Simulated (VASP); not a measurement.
Input of a VASP 6.6.1 run:

INCAR

```
SYSTEM = AlRu
PREC = Accurate
ENCUT = 600
EDIFF = 1E-6
ISMEAR = 1
SIGMA = 0.2
LREAL = .FALSE.
LASPH = .TRUE.
NELM = 80
ALGO = Normal
ISIF = 3
LWAVE = .FALSE.
LCHARG = .FALSE.
GGA = PE
IBRION = 2
NSW = 60
EDIFFG = -0.005
KPAR = 8
```

Contents of KPOINTS:

```
regular mesh
0
G
  18 18 18
  0 0 0
```

POSCAR

```
AlRu
1.0
    2.9900000000      0.0000000000      0.0000000000
    0.0000000000      2.9900000000      0.0000000000
    0.0000000000      0.0000000000      2.9900000000
Ru Al
1 1
Direct
    0.0000000000      0.0000000000      0.0000000000
    0.5000000000      0.5000000000      0.5000000000
```

Potentials or basis: VASP PAW PBE potentials, release 64 (Ru_pv, Al).

Run with:

```bash
$ cat potpaw_PBE.64/Ru_pv/POTCAR potpaw_PBE.64/Al/POTCAR > POTCAR
$ mpirun -np 8 vasp_std > vasp.out
```

Problem. Predict the relaxed volume.

Solution. 13.54 Å³/atom.

Problem. What does it give for the relaxed cell?

Solution. a = 3.003 Å, b = 3.003 Å, c = 3.003 Å, α = 90.00°, β = 90.00°, γ = 90.00°.

Problem. Predict the band gap on the k mesh.

Solution. None (metal or under the smearing width).

Problem. What does it give for the space group after relaxing (to 0.05 Å)?

Solution. Pm-3m (No. 221).

The path:
```tsv
step	energy change (eV)	largest force (eV/Å)	pressure (GPa)	volume (Å³)
1	0.0000	0.0000	2.79	26.73
2	0.0040	0.0000	-3.97	27.64
3	-0.0030	0.0000	-0.02	27.09
```
